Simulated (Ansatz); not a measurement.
Working through a test of the smearing width of Si, space group I4_1/amd

Computed with Ansatz 0.2.0 through its Python package.

Run as a notebook:

**Cell 1**
```python
import ansatz as az
```

**Cell 2**
```python
crystal = (
    az.Lattice.from_parameters(4.74274, 4.74274, 2.65853, alpha=90, beta=90, gamma=90)
    .space_group(141, hermann_mauguin="I41/amd", origin_choice=1)
    .atom("Si", (0.0, 0.5, 0.75))
    .primitive()
)
```

**Cell 3**
```python
len(crystal.resolved().sites)
```
Output:
```text
2
```

**Cell 4**
```python
calculation = (
    crystal.calculation()
    .functional(az.Functional.PBE)
    .pseudopotentials("paw")
    .kpoints(14, center="gamma")
)

rows = []
for value in [0.25, 0.15, 0.1, 0.05, 0.025]:
    report = calculation.occupations("methfessel_paxton", width=value).run(threads=1, pin="off").report
    rows.append((value, report["free_energy_ev"] / len(report["lattice"]["sites"]), report["n_iterations"], report["n_kpoints"]))
```
Output:
```text
DeckWarning: basis.ecutwfc = 420 eV, auto-derived from the records' recommended cutoffs: set by Si (normal level)
```

**Cell 5**
```python
print("  width (eV)   F/atom (eV)    iterations      k-points")
for row in rows:
    print(f"{str(row[0]):>12s}  {row[1]:12.5f}  {row[2]:12d}  {row[3]:12d}")
```
Output:
```text
  width (eV)   F/atom (eV)    iterations      k-points
        0.25    -635.51630             5           244
        0.15    -635.51616             5           244
         0.1    -635.51616             5           244
        0.05    -635.51614             5           244
       0.025    -635.51615             4           244
```

**Cell 6**
```python
# differences from the last row
for row in rows[:-1]:
    shift = 1000 * (row[1] - rows[-1][1])
    print(f"{row[0]}: {shift:+.2f} meV/atom" + ("  (within 5 meV)" if abs(shift) < 5 else ""))
```
Output:
```text
0.25: -0.15 meV/atom  (within 5 meV)
0.15: -0.02 meV/atom  (within 5 meV)
0.1: -0.01 meV/atom  (within 5 meV)
0.05: +0.01 meV/atom  (within 5 meV)
```

Caveats:
- The narrowest width needs the finest mesh, so the last row is no converged reference.
- This isn't the structure that Si takes at ambient conditions.
- Warnings are shown shortened and without file and line.
- Hardware and time: 16 s on 1 thread of Arm Neoverse V1 (shared host), peak memory 0.37 GiB.
